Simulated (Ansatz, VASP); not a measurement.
# In: VASP beside Ansatz

```
CELL_PARAMETERS angstrom
1.97503 1.14028 4.25390
-1.97503 1.14028 4.25390
0.00000 -2.28057 4.25390
ATOMIC_POSITIONS crystal
In 0.25002 0.25002 0.25002
In 0.74998 0.74998 0.74998
```

Alike in both runs: functional PBE; k mesh 6 × 6 × 6; occupations gaussian, width 0.1 eV; no spin polarisation.

Ansatz relaxed the structure, and its values are those at the end. VASP's run is a single point on that final structure, the one shown.

|  | VASP | Ansatz |
| --- | --- | --- |
| version | VASP 6.6.1 | Ansatz 0.2.0 |
| potentials or method | VASP PAW PBE potentials, release 64 (In_d) | scalar-relativistic, plane waves, PAW |
| plane-wave cutoff (eV) | 520 | 420 |
| valence electrons in the cell | 26 | 26 |

```tsv
	VASP	Ansatz	Ansatz less VASP
gap on the k mesh at the Fermi level (eV)	none	none	-
pressure (GPa)	-0.2	-0.2	0.00
```

A gap of «none» marks a metal or a gap that the smearing closes. The functional is the same, so the differences come from potentials, cutoffs and numerics.
